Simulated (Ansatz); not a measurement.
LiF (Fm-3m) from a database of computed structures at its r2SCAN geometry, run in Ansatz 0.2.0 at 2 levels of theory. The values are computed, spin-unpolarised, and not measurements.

The DDH-PBE0 input:
```yaml
crystal:
  lattice:
    - [0.0, 1.9951010462, 1.9951010462]
    - [1.9951010462, 0.0, 1.9951010462]
    - [1.9951010462, 1.9951010462, 0.0]
  atoms:
    - { symbol: Li, position: [0.0, 0.0, 0.0] }
    - { symbol: F, position: [0.5, 0.5, 0.5] }
  host: atoms
kpoints:
  mp_grid: { grid: [8, 8, 8] }
  band_path:
    path:
      - [0.0, 0.0, 0.0]
      - [0.5, 0.0, 0.5]
      - [0.625, 0.25, 0.625]
      - [0.375, 0.375, 0.75]
      - [0.5, 0.5, 0.5]
      - [0.5, 0.25, 0.75]
      - [-0.0625, 0.0, 0.0625]
    npoints: 1
hamiltonian:
  xc:
    exchange: pbe
    correlation: pbe
    exx: { coeff: inverse_dielectric }
scf:
  occupations: { method: fixed }
  n_extra_bands: 4
output:
  forces: true
  stress: true
  eigenvalues: true
```

Main results, then, where recorded, the levels near the gap in eV from the Fermi energy (columns number the bands from 0), one row a point of the path (Γ, X, U, K, L, W, K–Γ (0.83)):
```
Crystal: 2 atoms, lattice volume = 15.883 Å³
Symmetry: 48 space group operations
Space group: Fm-3m (ITA 225)
```
```
ε∞ on k-mesh 4×4×4 of a primitive cell: xx 2.0668, yy 2.0668, zz 2.0668; 3/Tr ε∞, of that cell with its empty space = 0.4838445683100615
Basis set: ecut = 420 eV, 331 PW (Γ)
k-points: 29 of 512
SCF 1 stopped early in 2 iterations: F = -1016.157757 eV  dr2 = 1.58e-5
Exchange kernel: α = 0.4838, full range, Wigner–Seitz truncation, v(0) = 14018.7266 eV·Å³, q-mesh 8×8×8
SCF 2 stopped early in 6 iterations: F = -1016.407935 eV  dr2 = 9.13e-6
hybrid outer 1: dexx = +2.032e-2 eV, tail = 8.56e-5 eV
SCF 3 converged in 5 iterations: F = -1016.408835 eV  dr2 = 9.96e-11
hybrid outer 2: dexx = +2.179e-6 eV, tail = 7.48e-8 eV, Δε = 8.52e-3 eV
Free energy (F): -1016.408836 eV
Fermi energy:    -2.970363 eV
--- Stress (GPa, compression-positive) ---
       -1.880908       0.000000       0.000000
        0.000000      -1.880908       0.000000
        0.000000       0.000000      -1.880908
  P = ⅓ Tr σ = -1.8809 GPa (-18.809 kbar)
```
```tsv
band_2	band_3	band_4	band_5	band_6	band_7
0.000	0.000	0.000	15.373	30.990	30.990
-3.380	-1.153	-1.153	21.690	22.569	24.214
-2.814	-1.785	-0.852	20.953	21.680	25.314
-2.814	-1.785	-0.852	20.953	21.680	25.314
-2.888	-0.275	-0.275	17.023	23.756	25.631
-2.344	-2.344	-0.934	21.714	21.714	24.297
-0.299	-0.094	0.000	15.706	28.114	29.163
```

The DDH-PBE0 gap is direct at Γ: 15.37 eV.

Question: Another run on the same cell gave
```
Basis set: ecut = 500 eV, 411 PW (Γ)
k-points: 29 of 512
SCF 1 stopped early in 2 iterations: F = -1018.330988 eV  dr2 = 6.83e-4
SCF 2 stopped early in 5 iterations: F = -1017.915593 eV  dr2 = 9.16e-7
hybrid outer 1: dexx = +1.270e-3 eV, tail = 4.28e-6 eV
SCF 3 converged in 3 iterations: F = -1017.915659 eV  dr2 = 5.02e-9
hybrid outer 2: dexx = +1.913e-7 eV, tail = 1.25e-8 eV, Δε = 1.54e-3 eV
Free energy (F): -1017.915659 eV
Fermi energy:    -1.366534 eV
--- Stress (GPa, compression-positive) ---
       -1.828253       0.000000       0.000000
        0.000000      -1.828253       0.000000
        0.000000       0.000000      -1.828253
  P = ⅓ Tr σ = -1.8283 GPa (-18.283 kbar)
```
```tsv
band_2	band_3	band_4	band_5	band_6	band_7
0.000	0.000	0.000	13.066	28.743	28.743
-3.261	-1.106	-1.106	19.282	20.361	21.942
-2.714	-1.715	-0.818	18.658	19.302	23.017
-2.714	-1.715	-0.818	18.658	19.302	23.017
-2.771	-0.265	-0.265	14.750	21.337	23.389
-2.260	-2.260	-0.894	19.369	19.369	21.975
-0.289	-0.090	0.000	13.394	25.854	26.883
```
Which level of theory gave it?

Answer: It is r2SCAN0, judged by the exchange loop and the size of the gap (a near hybrid could fit too), on 8×8×8; the blocks that differ from the first input, but for the band path:
```yaml
hamiltonian:
  xc: r2scan0
```
(crystal.host left out)
r2SCAN0 gives a direct gap of 13.07 eV at Γ. At this geometry r2SCAN0 finds -1.8 GPa, compression counted positive: its own equilibrium volume is smaller. (The program warns that its thresholds are loose for a hybrid's stress.)

Totals of different functionals can't be compared.

The meshes of the hybrids are coarse, so their gaps aren't converged to the digits shown.
